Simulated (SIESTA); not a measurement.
Runs of SIESTA 5.4.2 on Sb. The structure is cubic, space group Pm-3m (No. 221). The conventional cell has a = 3.160 Å, b = 3.160 Å, c = 3.160 Å, α = 90.00°, β = 90.00°, γ = 90.00°. Around Sb (site symmetry m-3m) lie 6 Sb at 3.16 Å. This isn't the form of Sb at room conditions, which is rhombohedral.

| level | gap on the mesh (eV) | pressure (GPa) | relaxed volume (Å³/atom) |
| --- | --- | --- | --- |
| vdW-DF2 | none | 0.0 | 34.89 |
| vdW-DF-C09 | none | 0.1 | 29.70 |
| VV10 | none | 0.0 | (a) |
| vdW-DF | none | 0.1 | 32.71 |
| optB88-vdW | none | -0.1 | (b) |

Alike in all rows: task relaxation of cell and atoms; potentials or basis PseudoDojo 0.4 standard (PBE files), DZP (energy shift 0.003 Ry; two zetas on semicore shells); no spin polarisation; cell relaxed; k mesh 8 × 8 × 8; smearing fermi-dirac 0.05 eV; grid cutoff 500 Ry; energy shift 0.003 Ry.

Problem. Fill in the values left out.

Solution. (a) 31.78; (b) 31.20.

Caveats: the potentials were made for another functional, which shifts forces and pressure; the basis of atomic orbitals isn't converged, which shifts pressures, moduli and gaps; the non-local part is tabulated coarsely and may be off by about a percent (some runs).

A k mesh can miss the band edges, and the runs leave out spin-orbit coupling on Sb.

A gap of «none» marks a metal or a gap under the smearing width.
